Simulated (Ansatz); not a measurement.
# How settings move the G0W0 gap of TlCl (Pm-3m)

A 2-atom cell of TlCl started from a crystallographic database, relaxed with r2SCAN+rVV10; one-shot G0W0 in Ansatz without spin-orbit coupling. The values are computed, spin-unpolarised, and not measurements.

```
Tl Cl
1.0
     3.79363    0.00000    0.00000
     0.00000    3.79363    0.00000
     0.00000    0.00000    3.79363
Tl Cl
1 1
Direct
  0.00000 0.00000 0.00000
  0.50000 0.50000 0.50000
```

Gaps are read over the mesh points alone. G0W0 here is at a finite number of bands, screening cutoff and k mesh, not at the basis limit.
```tsv
start	potentials	frequency model	mesh	empty bands	screening cutoff (eV)	Kohn-Sham gap (eV)	G0W0 gap (eV)
PBE	PAW	contour deformation	4×4×4	123	100	1.99	2.94
PBE	PAW	contour deformation	4×4×4	299	180	1.99	3.12
PBE	PAW	contour deformation	4×4×4	580	260	1.99	3.19
HSE06	PAW	contour deformation	4×4×4	299	180	2.74	3.57
r2SCAN	PAW	contour deformation	4×4×4	299	180	2.41	3.43
PBE0	PAW	contour deformation	4×4×4	299	180	3.39	3.77
PBE	PAW	Godby-Needs pole	4×4×4	299	180	1.99	3.10
PBE	PAW	contour deformation	6×6×6	88	80	1.99	2.93
PBE	norm-conserving	contour deformation	4×4×4	299	180	2.00	3.10
```

G0W0 moves the gap on the mesh from 1.99 eV (PBE) to 3.19 eV (direct at X). Renormalisation factors Z lie between 0.71 and 0.81.

Raising bands and cutoff together moves the gap by +0.18 eV (100 to 180 eV), then +0.07 eV (180 to 260 eV); the last step is still large, so the basis limit isn't reached. Starting from HSE06 (2.74 eV against PBE's 1.99 eV) gives 3.57 eV, +0.45 eV from G0W0@PBE at the same screening cutoff. Starting from r2SCAN (2.41 eV against PBE's 1.99 eV) gives 3.43 eV, +0.31 eV from G0W0@PBE at the same screening cutoff. Starting from PBE0 (3.39 eV against PBE's 1.99 eV) gives 3.77 eV, +0.65 eV from G0W0@PBE at the same screening cutoff. The Godby-Needs plasmon pole differs from contour deformation by -0.02 eV. Norm-conserving potentials (wave cutoff 820 eV against 420 eV) shift the quasiparticle gap by -0.02 eV and the PBE gap by +0.01 eV. r2SCAN runs take a wave cutoff of 500 eV.

The program warns that the k mesh is coarse for exact exchange in some of these runs, so their gaps aren't converged.

With a shallow d shell on the cation, G0W0 converges slowly in bands and cutoff, so these values are in doubt.
